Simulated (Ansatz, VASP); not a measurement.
## Two plane-wave programs on BiTe

```
Bi Te
1.0
     0.00000    3.20058    3.20058
     3.20058    0.00000    3.20058
     3.20058    3.20058    0.00000
Bi Te
1 1
Direct
  0.00000 0.00000 0.00000
  0.50000 0.50000 0.50000
```

Alike in both runs: functional PBEsol; k mesh 12 × 12 × 12; occupations fermi-dirac, width 0.15 eV; no spin polarisation.

Ansatz relaxed the structure, and its values are those at the end. VASP's run is a single point on that final structure, the one shown.

|  | VASP | Ansatz |
| --- | --- | --- |
| version | VASP 6.6.1 | Ansatz 0.2.0 |
| potentials or method | VASP PAW PBE potentials, release 64 (Bi_d, Te) | scalar-relativistic, plane waves, PAW |
| plane-wave cutoff (eV) | 520 | 420 |
| valence electrons in the cell | 21 | 31 |

```tsv
	VASP	Ansatz	Ansatz less VASP
gap on the k mesh at the Fermi level (eV)	none	none	-
pressure (GPa)	0.0	0.0	+0.01
```

A gap of «none» marks a metal or a gap that the smearing closes. The functional is the same, so the differences come from potentials, cutoffs and numerics. The two sets of potentials don't hold the same shells in valence.

Caveats: the PAW data sets were made with another functional, which shifts forces and pressure a little (VASP); spin-orbit coupling is left out, which moves the levels of the heavy elements.
